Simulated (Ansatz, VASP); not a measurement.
KBr: VASP beside Ansatz

File INCAR:

```
PREC = Accurate
ENCUT = 520
EDIFF = 1E-6
ISMEAR = 0
SIGMA = 0.05
LREAL = False
LASPH = True
NELM = 100
ALGO = Normal
ISIF = 2
LWAVE = False
LCHARG = True
GGA = PE
LELF = True
LVHAR = True
NBANDS = 15
```

Contents of KPOINTS:

```
regular mesh
0
Gamma
  8 8 8
```

POSCAR

```
KBr
1.0
    4.0434990000      0.0000000000      0.0000000000
    0.0000000000      4.0434990000      0.0000000000
    0.0000000000      0.0000000000      4.0434990000
K Br
1 1
Direct
    0.0000000000      0.0000000000      0.0000000000
    0.5000000000      0.5000000000      0.5000000000
```

Input for Ansatz:

```yaml
crystal:
  lattice:
    - [4.043499, 0.0, 0.0]
    - [0.0, 4.043499, 0.0]
    - [0.0, 0.0, 4.043499]
  atoms:
    - { symbol: K, position: [0.0, 0.0, 0.0] }
    - { symbol: Br, position: [0.5, 0.5, 0.5] }
basis:
  ecutwfc: 420
  fft_grid_basis: typed
kpoints:
  mp_grid: { grid: [8, 8, 8] }
hamiltonian:
  xc: pbe
  pseudopotentials: { kind: paw }
scf:
  occupations: { method: gaussian, width: 0.05 }
output:
  forces: true
  stress: true
  eigenvalues: true
  bader: true
  write_density: true
  volumetric_format: npy
  elf: true
```

Measurements of this composition are mostly on another form, of space group No. 225.

Alike in both runs: task single point; functional PBE; k mesh 8 × 8 × 8; occupations gaussian, width 0.05 eV; no spin polarisation.

|  | VASP | Ansatz |
| --- | --- | --- |
| version | VASP 6.6.1 | Ansatz 0.2.0 |
| potentials or method | VASP PAW PBE potentials, release 64 (K_sv, Br) | scalar-relativistic, plane waves, PAW |
| plane-wave cutoff (eV) | 520 | 420 |
| valence electrons in the cell | 16 | 16 |

|  | VASP | Ansatz | Ansatz less VASP |
| --- | --- | --- | --- |
| gap on the k mesh at the Fermi level (eV) | 3.86 | 3.86 | +0.002 |
| pressure (GPa) | -0.1 | -0.1 | 0.00 |

With one functional, cell and mesh, what is left measures potentials, basis and numerics.

A k mesh can miss the band edges.
